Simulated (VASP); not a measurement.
Write the native input for VASP 6.6.1 that does the following.

- Task: single point
- Functional: PBE
- Potentials or basis: VASP PAW PBE potentials, release 64 (As)
- Cutoff: 520 eV
- k mesh: 16 × 16 × 16
- Occupations: gaussian, width 0.1 eV
- Spin: no spin polarisation
- Dipole correction: no
- Further INCAR settings: ALGO = Normal; EDIFF = 1e-07; NBANDS = 8

The structure of As lies in POSCAR:

```
As
1.0
    0.0000000000      2.1472403761      2.1472403761
    2.1472403761      0.0000000000      2.1472403761
    2.1472403761      2.1472403761      0.0000000000
As
1
Direct
    0.0000000000      0.0000000000      0.0000000000
```

This isn't the form of As at room conditions, which is rhombohedral.

The cell isn't the ideal one: N replaced by As, lengths x 1.406, strained and moved within the space group.

The input as run:

INCAR

```
SYSTEM = As
PREC = Accurate
ENCUT = 520
EDIFF = 1E-7
ISMEAR = 0
SIGMA = 0.1
LREAL = .FALSE.
LASPH = .TRUE.
NELM = 100
ALGO = Normal
ISIF = 2
LWAVE = .FALSE.
LCHARG = .TRUE.
GGA = PE
LELF = .TRUE.
LVHAR = .TRUE.
NBANDS = 8
```

KPOINTS

```
regular mesh
0
G
  16 16 16
  0 0 0
```

Potentials or basis: VASP PAW PBE potentials, release 64 (As).

The run is started by

```console
$ cat potpaw_PBE.64/As/POTCAR > POTCAR
$ mpirun -np 1 vasp_std > vasp.out
```

Results of the run:

```yaml
Pressure: -1.8 GPa
Band_gap_on_the_k_mesh: none (metal or under the smearing width)
```

It took 13 s on 1 thread of Intel(R) Xeon(R) Platinum 8259CL CPU @ 2.50GHz (Skylake/Cascade Lake), on a shared host, peak memory 0.15 GiB.
